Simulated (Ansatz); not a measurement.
# In (bcc type): a single-point run

Wanted: a converged single-point run for In (bcc type), and a check of what comes out.

Program: Ansatz 0.2.0. Level of theory: DFT, PBE, all-electron LAPW, scalar-relativistic. These are calculated values, not measurements.

1 further run of the same task is left out (set aside as unsound or not needed).

## 1. Starting point

It takes space group R-3m (No. 166, trigonal). Conventional cell: a = 5.435 Å, b = 5.435 Å, c = 3.254 Å, α = 90.00°, β = 90.00°, γ = 120.00°. In (site symmetry -3m) has 8 In at 3.25 to 3.32 Å as nearest neighbours.

As a file:

```
CELL_PARAMETERS angstrom
-1.93577 1.90716 1.90716
1.90716 -1.93577 1.90716
1.90716 1.90716 -1.93577
ATOMIC_POSITIONS crystal
In 0.00000 0.00000 0.00000
```

## 2. Running it

input.yaml

```yaml
crystal:
  lattice:
    - [-1.9357714232, 1.9071639637, 1.9071639637]
    - [1.9071639637, -1.9357714232, 1.9071639637]
    - [1.9071639637, 1.9071639637, -1.9357714232]
  atoms:
    - { symbol: In, position: [0.0, 0.0, 0.0] }
kpoints:
  mp_grid: { grid: [15, 15, 15] }
scf:
  occupations: { method: fermi_dirac, width: 1.0 }
  max_iter: 75
hamiltonian:
  xc: pbe
  pseudopotentials: { kind: all_electron, lapw: { basis_error: 0.001 } }
output:
  forces: true
  stress: true
  eigenvalues: true
```

Launch:

```console
> ansatz run input.yaml --threads 1 --pin off --max-ram 2048MiB --backend cpu --events-out ev --progress --plain --runs-dir out
```

What it wrote (excerpt; [...] marks lines left out):

```text
LAPW: plane waves up to 6.845 Å⁻¹, error target 1.0e-3 eV per atom; small_component_spin mean_spin; In in spheres of 1.627 Å, 21 of its electrons in bands, Dirac shells []
band count auto-derived: 20 (N_el = 21.0; filled up to band 11; 15 by the electrons, moments and atoms)
[...]
Pseudopotentials: kind: all_electron
Pseudopotential: In, LAPW, valence charge 21, Koelling and Harmon's equation, gaussian nucleus
Functional definition: PBE
[...]
Crystal: 1 atoms, lattice volume = 27.743 Å³
Basis set: ecut = 178.52997964029436 eV, 141 PW (Γ), exchange–correlation at level 2
Bands: 20, of which v1, the nominal top of the filled ones, is band 11 counted from 1 (10 counted from 0)
Symmetry: 12 space group operations
Space group: R-3m (ITA 166), of the structure as read, at distance tolerance 3.0e-5 Å
k-points: 344 of 3375
[...]
SCF iter   1: F=—  HF=-160046.796002 eV  |F-HF|=—  |Δ(HF+E_count)|=         —  Δρ=5.78e-3  dr2=7.39e-3  ethr=3.51e-5  ⟨swp⟩=3.8  Hψ=47691  notcnv=0
[...]
SCF iter   7: F=-160046.771853 eV  HF=-160046.771853 eV  |F-HF|=3.74e-8  |Δ(HF+E_count)|=   6.44e-7  Δρ=1.26e-5  dr2=3.68e-8  ethr=4.26e-9  ⟨swp⟩=3.0  Hψ=19240  notcnv=0
[...]
SCF converged after 7 iterations
Free energy (F): -160046.771853 eV
[...]
E sigma→0 (E₀):  -160045.971682 eV
Entropy (-TS):   -1.600341 eV (-1600.341 meV/atom)
Fermi energy:    12.435162 eV
[...]
--- Forces (eV/Å), atoms counted from 1 ---
  atom   1  In    -0.00000000    -0.00000000     0.00000000
[...]
--- Stress (GPa, compression-positive) ---
        3.113826       0.179318       0.179318
        0.179318       3.113826       0.179318
        0.179318       0.179318       3.113826
  P = ⅓ Tr σ = 3.1138 GPa (31.138 kbar)
--- Band table (eV; the first three rows and the last of 344) ---
  k-point 0: bands = ["-102.8697", "-61.3478", "-61.3478", "-61.3456", "-2.0916", "-2.0524", "-2.0524", "-1.8255", "-1.8255", "3.4088", "22.8578", "22.8578", "23.3468", "25.1624", "25.5054", "25.5054", "26.9569", "26.9569", "26.9823", "27.7405"]
[...]
```

Run time: 22 s. Hardware: 1 thread of Arm Neoverse V2, shared host.

## 3. A second look at the input

The program finished normally. Convergence says nothing about whether the input makes sense.

In the input, scf.occupations.width is 1.0. The width is far wider than usual, so occupations near the Fermi level are blurred and the entropy term grows. A Fermi-Dirac width of 1 eV is an electron temperature of 11600 K.

To check: set scf.occupations.width to 0.05.

## 4. A check with that setting changed

Besides the cure, the input differs in scf.max_iter.

input.yaml: that of step 2 with these lines changed.

```diff
@@ -10,4 +10,3 @@
 scf:
-  occupations: { method: fermi_dirac, width: 1.0 }
-  max_iter: 75
+  occupations: { method: fermi_dirac, width: 0.05 }
 hamiltonian:
```

Launch:

```console
> ansatz run input.yaml --threads 1 --pin off --max-ram 2048MiB --backend cpu --events-out ev --progress --plain --runs-dir out
```

Excerpt of the output:

```text
[...]
Basis set: ecut = 178.52997964029436 eV, 141 PW (Γ), exchange–correlation at level 2
[...]
k-points: 344 of 3375
[...]
SCF iter   1: F=—  HF=-160045.986725 eV  |F-HF|=—  |Δ(HF+E_count)|=         —  Δρ=5.80e-3  dr2=7.67e-3  ethr=3.62e-5  ⟨swp⟩=3.5  Hψ=37168  notcnv=0
preconditioner: auto → Kerker (q_TF=auto, 2.605 Å⁻¹)  [metal: Δε(μ)=0.005 eV  Ē_g=19.198 eV  σ=0.050 eV  W_gap=0.02  n_scr=12 (ndim 8)  ℏωp=25.4 eV  f_vac=0.000  D(μ)=0.56/eV (n_scr^D=0)]
SCF iter   2: F=—  HF=-160045.963607 eV  |F-HF|=—  |Δ(HF+E_count)|=   2.31e-2  Δρ=3.23e-3  dr2=2.83e-3  ethr=3.62e-5  ⟨swp⟩=2.0  Hψ=14828  notcnv=0
[...]
SCF iter   6: F=—  HF=-160045.961948 eV  |F-HF|=—  |Δ(HF+E_count)|=   2.87e-6  Δρ=6.35e-5  dr2=8.21e-7  ethr=1.10e-7  ⟨swp⟩=2.0  Hψ=14668  notcnv=0
SCF iter   7: F=-160045.961949 eV  HF=-160045.961949 eV  |F-HF|=3.11e-8  |Δ(HF+E_count)|=   6.25e-7  Δρ=1.17e-5  dr2=3.07e-8  ethr=3.91e-9  ⟨swp⟩=3.0  Hψ=15211  notcnv=0
[...]
SCF converged after 7 iterations
Free energy (F): -160045.961949 eV
[...]
E sigma→0 (E₀):  -160045.959685 eV
[...]
Fermi energy:    12.559750 eV
[...]
  P = ⅓ Tr σ = 0.0352 GPa (0.352 kbar)
[...]
```

Wall time 16 s (1 thread of Arm Neoverse V2, shared host).

```tsv
run	ending	energy change	pressure (GPa)	gap (eV)	force (eV/Å)	cycles	time
first try	converged	-12.0 meV/atom (σ→0)	3.1	0.00	0.00	7	22 s
second try	converged	0	0.0	0.00	0.00	7	16 s
```

## 5. Results

| quantity | value |
| --- | --- |
| first try | converged, 7 SCF cycles |
| fault in the input | smearing far too wide |
| second try | converged, 7 SCF cycles |
| total energy | -160045.9619 eV |
| pressure | 0.04 GPa |
| gap on the mesh | none (metal on this mesh) |
| largest force | 0.000 eV/Å |

What this shows: Both runs converge, but the first lies -12.0 meV/atom from the second (σ→0 energies, a poor extrapolation at such a width); on mending, the pressure goes from 3.1 to 0.0 GPa. The second, on usual settings, is the one to trust of the two, though its own convergence isn't tested here.
